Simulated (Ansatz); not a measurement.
What does this script print? It uses the Ansatz DFT code, driven from Python.

`run_plus_u.py`
```python
'''How the states of BaTiO3 follow the Hubbard U.'''

import logging
import sys

import ansatz
import numpy as np

logging.basicConfig(stream=sys.stdout, format='[%(levelname)s] %(message)s')
logger = logging.getLogger('batio3')
logger.setLevel(logging.INFO)


def count_gap(report):
    # lowest empty less highest filled band, counting bands; zero where they overlap
    return max(report.get('gap_by_band_count_ev') or 0.0, 0.0)

crystal = (
    ansatz.Lattice.from_parameters(4.112467, 4.112467, 5.035613, alpha=90.0, beta=90.0, gamma=90.0)
    .atom('Ba', (0.0, 0.0, 0.0))
    .atom('Ti', (0.5, 0.5, 0.5))
    .atom('O', (0.0, 0.5, 0.5))
    .atom('O', (0.5, 0.0, 0.5))
    .atom('O', (0.0, 0.0, 0.5))
)

model = crystal.calculation()
model = model.functional(ansatz.Functional.PBESOL)
model = model.basis(510).kpoints(6, 6, 4)
model = model.occupations(ansatz.OccupationsMethod.FERMI_DIRAC)
model = model.band_table()
rows = []
for u in [0.0, 1.5, 3.0, 4.5, 6.0]:
    r = model.hubbard('Ti', 'd', u_eff=u).run(threads=1, pin='off').report
    shell = r['hubbard']['n_scf']
    rows.append((u, count_gap(r), sum(shell) / len(shell), r['n_iterations']))
logger.info('      U_eff eV  gap by band count eV  Ti d occupation (projector)      iterations')
for row in rows:
    logger.info(f'{str(row[0]):>14s}  {row[1]:20.3f}  {row[2]:27.4f}  {row[3]:14d}')
logger.info('eigenvalues of the first occupation matrix at the last U, by spin:')
for channel in r['hubbard']['n_eig'][0]:
    print('  ', ' '.join(f'{n:.3f}' for n in channel))
```

```console
$ python run_plus_u.py
[INFO]       U_eff eV  gap by band count eV  Ti d occupation (projector)      iterations
[INFO]            0.0                 0.000                       2.5070              13
[INFO]            1.5                 0.000                       2.4268              14
[INFO]            3.0                 0.000                       2.3962              12
[INFO]            4.5                 0.000                       2.3726              13
[INFO]            6.0                 0.000                       2.3476              12
[INFO] eigenvalues of the first occupation matrix at the last U, by spin:
   0.058 0.058 0.078 0.211 0.768
```

Reading the output:
- The run is spin-unpolarised.
- For a metal this k-point mesh is coarse: on a finer one energies can move by several to tens of meV an atom and pressures by half a GPa or more, differences at one mesh by less.
- A gap by band count of zero or less means overlapping bands, a metal.
- A Hubbard U without spin forces both spins into the same orbitals, which can open a gap or pick a state that a spin-polarised run wouldn't.
- This cell is a computed structure, which may not be the phase found in nature.
- Levels are Kohn-Sham eigenvalues on this mesh, without spin-orbit coupling.
- Shell occupations and the effect of U depend on the projectors; a run with no .spin step is spin-unpolarised, and each U may end in a state that isn't the lowest.
- The whole script took 31 s on 1 thread of Intel(R) Xeon(R) Processor @ 2.30GHz, with other jobs on the host, peak memory 0.62 GiB.

(A comment or docstring line of the script was reworded after the run, the code is as it ran.)
